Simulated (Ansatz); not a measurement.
# MgSi under changes of volume

One of the cells (17.355 Å³/atom); the others are scaled copies at fixed shape and fractional positions:

```
Si Mg
1.0
     2.90839    0.00000    0.00000
     0.00000    2.90839    0.00000
     0.00000    0.00000    4.10343
Si Mg
1 1
Cartesian
  1.4542 1.4542 2.0517
  0.0000 0.0000 0.0000
```

The cell comes from a database or a generator and needn't be the stable form of this composition.

```yaml
Program: Ansatz 0.2.0
Functional: HSE06
Potentials_or_basis: Ansatz PAW
Cutoff: "420 eV (not typed: the program's choice for these potentials)"
k_mesh: 6 × 6 × 4
Occupations: fermi-dirac, width 0.05 eV
Spin: no spin polarisation
```

```tsv
volume (Å³/atom)	energy over the lowest point (meV/atom)	pressure (GPa)
16.314	?	?
16.661	6.03	2.9
17.008	1.42	1.4
17.355	0.00	0.0
17.702	1.39	-1.2
18.049	5.23	-2.3
18.396	11.20	-3.2
```

**Question.** What does the run at 16.314 Å³/atom give?

**Answer.** Energy over the lowest point 14.22 meV/atom; pressure 4.6 GPa.

Worked out: A Birch-Murnaghan fit of order 3 (a polynomial in V^(-2/3)) to the other rows has its minimum at 17.35 Å³/atom with B0 = V·E''(V) = 65 GPa and B' = 5.7 at fixed shape and positions, which overstates the stiffness. It gives 14.30 meV/atom at 16.314 Å³/atom, against the run's 14.22, and -dE/dV = 4.7 GPa, against 4.6.

Energies are extrapolated to zero smearing.

Caveats: all runs use coarse meshes; the PAW data sets come from PBE, with cores solved anew for the run's functional, which leaves a small shift of forces and pressure; the thresholds are loose for stress.
